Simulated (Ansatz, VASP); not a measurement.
## B in VASP and in Ansatz

Contents of INCAR:

```
SYSTEM = B
PREC = Accurate ; ENCUT = 520
EDIFF = 1E-7 ; ISMEAR = -1
SIGMA = 0.05 ; LREAL = .False.
LASPH = .True. ; NELM = 60
ALGO = Normal ; ISIF = 2
LWAVE = .False. ; LCHARG = .False.
GGA = CA ; NBANDS = 10
```

Contents of KPOINTS:

```
regular mesh
0
Gamma
  13 13 13
  0 0 0
```

Contents of POSCAR:

```
B
1.0
    0.0000000000      2.0103628793      2.0103628793
    2.0103628793      0.0000000000      2.0103628793
    2.0103628793      2.0103628793      0.0000000000
B
2
Direct
   -0.2150000000     -0.0950000000     -0.0950000000
    0.2150000000      0.0950000000      0.0950000000
```

Input for Ansatz:

```yaml
crystal:
  lattice:
    - [0.0, 2.0103628793, 2.0103628793]
    - [2.0103628793, 0.0, 2.0103628793]
    - [2.0103628793, 2.0103628793, 0.0]
  atoms:
    - { symbol: B, position: [-0.215, -0.095, -0.095] }
    - { symbol: B, position: [0.215, 0.095, 0.095] }
kpoints:
  mp_grid: { grid: [13, 13, 13] }
scf:
  occupations: { method: fermi_dirac, width: 0.05 }
hamiltonian:
  xc: lda
  pseudopotentials: { kind: all_electron, lapw: { basis_error: 0.001 } }
output:
  forces: true
  stress: true
  eigenvalues: true
  populations: true
```

Change from the starting cell: shortest bond scaled by 0.76, LAPW.

Alike in both runs: task single point; functional LDA; k mesh 13 × 13 × 13; occupations fermi-dirac, width 0.05 eV; no spin polarisation.

|  | VASP | Ansatz |
| --- | --- | --- |
| version | VASP 6.6.1 | Ansatz 0.2.0 |
| potentials or method | VASP PAW LDA potentials, release 64 (B) | all-electron LAPW, scalar-relativistic |
| plane-wave cutoff (eV) | 520 | see its input |

|  | VASP | Ansatz | Ansatz less VASP |
| --- | --- | --- | --- |
| pressure (GPa) | 38.3 | 38.1 | -0.13 |
| largest component of the traceless stress (GPa) | 62.74 | 62.75 | +0.005 |
| rms of the force components (eV/Å) | 7.754 | 7.768 | +0.0145 |

Atom by atom the forces differ by 0.015 eV/Å (rms over components). Ansatz ran all-electron here, so the differences hold the error of VASP's frozen core and of both bases.

Caveats: so large a pressure means that the cell lies far from this level's equilibrium, or that cutoff or potentials fall short (VASP); forces of over 1 eV/Å show positions far from the minimum, so gaps and moduli don't describe the material at rest.
